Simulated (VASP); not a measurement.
# GaCo: single point with PBEsol+D3(BJ)+U

Crystal: GaCo.

```
CELL_PARAMETERS angstrom
2.87800 0.00000 0.00000
0.00000 2.87800 0.00000
0.00000 0.00000 2.87800
ATOMIC_POSITIONS crystal
Ga 0.50000 0.50000 0.50000
Co 0.00000 0.00000 0.00000
```

| Quantity | Value |
| --- | --- |
| Program | VASP 6.6.1 |
| Task | single point |
| Functional | PBEsol |
| Dispersion | D3(BJ) |
| Potentials or basis | VASP PAW PBE potentials, release 64 (Ga_d, Co) |
| Cutoff | 520 eV |
| k mesh | 9 × 9 × 9 |
| Occupations | fermi-dirac, width 0.05 eV |
| Spin | collinear spin, typed start |
| Starting moments | [0.0, 2.0] μB |
| Hubbard terms | Co d U = 5.0 eV |
| Dipole correction | no |
| Further INCAR settings | ALGO = Fast; EDIFF = 1e-07; NBANDS = 22 |

```json
{"Pressure": "-1.7 GPa", "Band gap on the k mesh": "none (metal or under the smearing width)", "Net moment": "1.34 μB per cell", "Site moments": "Ga -0.07; Co +1.46 μB", "Valence electrons inside the program's atomic spheres": "Ga 11.80; Co 8.45", "Dispersion energy per atom": "-0.408 eV"}
```

Levels at points of the mesh, in eV from the Fermi level:
Spin up:
| k point | band 8 | band 9 | band 10 | band 11 | band 12 | band 13 | band 14 | band 15 | band 16 | band 17 |
| --- | --- | --- | --- | --- | --- | --- | --- | --- | --- | --- |
| (0.00, 0.00, 0.00) | -5.17 | -2.76 | -2.76 | -2.76 | 5.14 | 5.14 | 5.14 | 10.01 | 10.01 | 12.28 |
Spin down:
```
           k point  band 9  band 10  band 11  band 12  band 13  band 14
(0.00, 0.00, 0.00)   -1.70    -0.42    -0.42     5.10     5.10     5.10
```

Eigenvalues of the final occupation matrices:
| site | spin | trace | eigenvalues |
| --- | --- | --- | --- |
| site 2 d | 1 | 4.54 | 0.89 0.89 0.89 0.94 0.94 |
| site 2 d | 2 | 3.07 | 0.24 0.24 0.86 0.86 0.86 |

Run time: 38 s on 1 thread of Intel(R) Xeon(R) Platinum 8488C (Sapphire Rapids), with other jobs on the host, peak memory 0.17 GiB.

Caveat: the PAW data sets were made with another functional, which shifts forces and pressure a little; pairwise dispersion overbinds metals, which lowers pressure and volume; the U is typed as a test and isn't derived for this compound. The state reached can hang on the start; a lower one may exist.
